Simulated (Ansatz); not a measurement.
MoS₂, DFT, LDA, all-electron PAW with datasets made for the crystal, scalar-relativistic (Ansatz 0.2.0), run on 2 threads of Arm Neoverse V1 on a shared host.

The cell comes from COD entry 9007660, which wasn't checked; take it as a given geometry. The listed cell was then made from it by scaling, straining or moving an atom.

Command: `ansatz run input.yaml --threads 2 --pin off --max-ram 8192MiB --backend cpu --events-out ev --progress --plain --runs-dir out`

```yaml
crystal:
  lattice:
    - [3.1397861865, 0.0, 0.0]
    - [-1.5698930933, 2.7191346, 0.0]
    - [0.0, 0.0, 12.2124807351]
  atoms:
    - { symbol: Mo, position: [0.3333333333, 0.6666666667, 0.25] }
    - { symbol: Mo, position: [0.6666666667, 0.3333333333, 0.75] }
    - { symbol: S, position: [0.3333333333, 0.6666666667, 0.6275] }
    - { symbol: S, position: [0.6666666667, 0.3333333333, 0.1275] }
    - { symbol: S, position: [0.3333333333, 0.6666666667, 0.8725] }
    - { symbol: S, position: [0.6666666667, 0.3333333333, 0.3725] }
kpoints:
  mp_grid: { grid: [10, 10, 3] }
scf:
  occupations: { method: fermi_dirac, width: 0.03 }
hamiltonian:
  xc: lda
  pseudopotentials: { kind: all_electron, datasets: crystal }
output:
  forces: true
  stress: true
  eigenvalues: true
  efg: { contact_densities: true }
```

Q: How large is the problem that the program sets up?

A: 28 irreducible k-points, 1241 plane waves at Γ, 37 bands.

Q: About how long does it take, and how much memory does it use?

A: 11 s of wall time for 9 SCF iterations, with a peak of 0.73 GiB. Times on shared machines scatter by tens of per cent.

Q: And the same cell and mesh by PAW (frozen-core files), asked for forces, stress, eigenvalues, efg, write_density, write_potential, elf, on the same hardware?

A: 4.2 s, peak memory 0.44 GiB.
